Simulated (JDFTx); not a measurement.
The system is CuAu.

```
Au Cu
1.0
     2.81075    0.00000    0.00000
     0.00000    2.81075    0.00000
     0.00000    0.00000    3.68500
Au Cu
1 1
Direct
  0.00000 0.00000 0.00000
  0.50000 0.50000 0.50000
```

Base run:

- Program: JDFTx 1.7.0 (patched build)
- Functional: PBE
- Potentials or basis: PseudoDojo-SR-PBE-0.5-standard with smoothed tails
- Cutoff: 1252 eV
- Density cutoff: 10014 eV
- k mesh: 9 × 9 × 7
- Occupations: fermi-dirac, width 0.05 eV
- Spin: no spin polarisation
- Hubbard terms: Au d U = 6 eV, Cu d U = 6 eV

Its results: band gap on the k mesh none (metal or under the smearing width); pressure 6.7 GPa.

Question: The run is repeated on the same cell with these changes: hubbard terms from Au d U = 6 eV, Cu d U = 6 eV to none; hubbard projectors from atomic pseudo-orbitals, not orthogonalised to none. What comes out?

Answer: Band gap on the k mesh none (metal or under the smearing width); pressure 4.2 GPa.

Caveats: U without spin polarisation on a metal has little footing (some runs); the U is typed as a test and isn't derived for this compound (some runs).
